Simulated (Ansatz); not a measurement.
This HfSiO4 structure is the end of a relaxation. The cell was found from a structure generator's guess, not taken from experiment.

Level of theory: DFT PBE, scalar-relativistic, plane waves, PAW in Ansatz 0.2.0. Cutoff 420 eV, Γ-centred mesh, Gaussian smearing, no spin polarisation.

```yaml
crystal:
  lattice:
    - [2.57336, 1.48573, 5.43715]
    - [-2.57336, 1.48573, 5.43715]
    - [0.00000, -2.97146, 5.43715]
  atoms:
    - { symbol: Hf, position: [0.46939, 0.46939, 0.46939] }
    - { symbol: Si, position: [0.11615, 0.11615, 0.11615] }
    - { symbol: O, position: [0.94415, 0.46696, 0.94415] }
    - { symbol: O, position: [0.94415, 0.94415, 0.46696] }
    - { symbol: O, position: [0.46696, 0.94415, 0.94415] }
    - { symbol: O, position: [0.57631, 0.57631, 0.57631] }
```

Formation energies are uncorrected and refer to the elements' standard structures at the same level (O₂ as a molecule).

**Question.** Find its symmetry and describe it.

**Answer.** R3m (No. 160). Conventional cell: a = 5.147 Å, c = 16.311 Å. Hf has 1 O at 1.74 Å, 6 O at 2.59 Å and 3 Si at 2.99 Å; Si has 3 O at 1.55 Å and 3 Hf at 2.99 Å; around O on a site of symmetry m lie 1 Si at 1.55 Å, 2 O at 2.46 Å and 2 Hf at 2.59 Å; O on a site of symmetry 3m is surrounded by 1 Hf at 1.74 Å.

**Question.** What is its formation energy per atom?

**Answer.** −1.951 eV/atom.

**Question.** Is it a metal?

**Answer.** No, the gap on the 6×6×6 mesh is 3.38 eV.

The last run used a 6×6×6 mesh for its 6-atom cell and Gaussian smearing of 0.02 eV. Weakly bound directions are ill-defined at this level, which has no dispersion term. Spin–orbit coupling, which can matter for Hf, is left out. Kohn–Sham gaps at this level usually fall short of measured ones. A structure relaxed within its symmetry needn't be a true minimum. Another cell of HfSiO4 relaxed alike, in I4_1/amd (a cell as deposited in COD), lies 1.19 eV/atom lower, so this cell isn't the stable form at this level.
